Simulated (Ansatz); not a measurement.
## What strain does to SrCl2 (3R-MoS2 type)

SrCl2 (3R-MoS2 type), relaxed with r2SCAN+rVV10 in Ansatz 0.2.0. Space group R3m (No. 160), trigonal; a = 4.171 Å, c = 18.405 Å in the conventional setting, 30.82 Å³ an atom. Sr is surrounded by 6 Cl at 2.92 Å; Cl is surrounded by 3 Sr at 2.92 Å.

The axes x, y and z are those of this cell:
```xyz
3
Lattice="2.0857 1.2042 6.1350 -2.0857 1.2042 6.1350 0.0000 -2.4084 6.1350" Properties=species:S:1:pos:R:3 pbc="T T T"
Sr    0.0000    0.0000    0.0037
Cl    0.0000    0.0000    7.7812
Cl    0.0000    0.0000    4.4852
```

Unstrained: PBE gives a direct gap of 4.340 eV at Γ. With r2SCAN the gap is 4.866 eV and direct, at Γ. HSE06 gives a direct gap of 5.572 eV at Γ. Meshes: PBE 8×8×8, r2SCAN 8×8×8, HSE06 6×6×6. Strains are changes of length per length, and xy shears are angles. After each strain the atoms were relaxed again with r2SCAN+rVV10 within the symmetry that the strain leaves, so tilts or polar shifts that break it weren't tested; points keep the names that they have in the unstrained zone. All values are calculated for a non-magnetic cell, which may be hypothetical.

Changes of the least gap in eV (an overlap counts as a negative gap):
```json
{"strain": "isotropic +4.0 % on every length", "volume change (%)": "+12.5", "space group": "R3m", "PBE": "-0.233", "r2SCAN": "-0.232", "HSE06": "-0.243"}
{"strain": "uniaxial -5.0 % along x", "volume change (%)": "-5.0", "space group": "Cm", "PBE": "+0.050", "r2SCAN": "-0.061", "HSE06": "–"}
{"strain": "epitaxial -4.0 % in the xy plane, free normal strain +3.20 %", "volume change (%)": "-4.9", "space group": "R3m", "PBE": "+0.247", "r2SCAN": "+0.138", "HSE06": "+0.302"}
{"strain": "xy shear, engineering strain (angle) +3.0 %", "volume change (%)": "0.0", "space group": "P1", "PBE": "-0.003", "r2SCAN": "-0.003", "HSE06": "–"}
{"strain": "uniaxial +3.0 % along z", "volume change (%)": "+3.0", "space group": "R3m", "PBE": "+0.072", "r2SCAN": "+0.077", "HSE06": "+0.077"}
```

Isotropic +4.0 % on every length. HSE06: the gap goes from 5.572 to 5.329 eV (-0.243 eV). Stress change with PBE, compression positive: xx -2.53, yy -2.53, zz -0.95 GPa. For HSE06, dE_g/d ln V = -2.1 eV over this step.

Uniaxial -5.0 % along x, other directions held. r2SCAN: the gap goes from 4.866 to 4.805 eV (-0.061 eV); it turns from direct (Γ) to indirect (Γ → F [(-1/2, -1/2, 0)]). Stress change with PBE, compression positive: xx +2.44, yy +1.29, zz +0.53, yz +0.12 GPa.

Epitaxial -4.0 % in the xy plane, free normal strain +3.20 %. HSE06: the gap goes from 5.572 to 5.874 eV (+0.302 eV); it turns from direct (Γ) to indirect (Γ → F). Stress change with PBE, compression positive: xx +2.69, yy +2.69, zz +0.09 GPa.

Xy shear, engineering strain (angle) +3.0 %. r2SCAN: the gap goes from 4.866 to 4.863 eV (-0.003 eV). Stress change with PBE, compression positive: xx -0.02, yy +0.02, zz 0.00, xy -0.30, xz -0.06 GPa.

Uniaxial +3.0 % along z, other directions held. HSE06: the gap goes from 5.572 to 5.649 eV (+0.077 eV). Stress change with PBE, compression positive: xx -0.23, yy -0.23, zz -0.49 GPa.
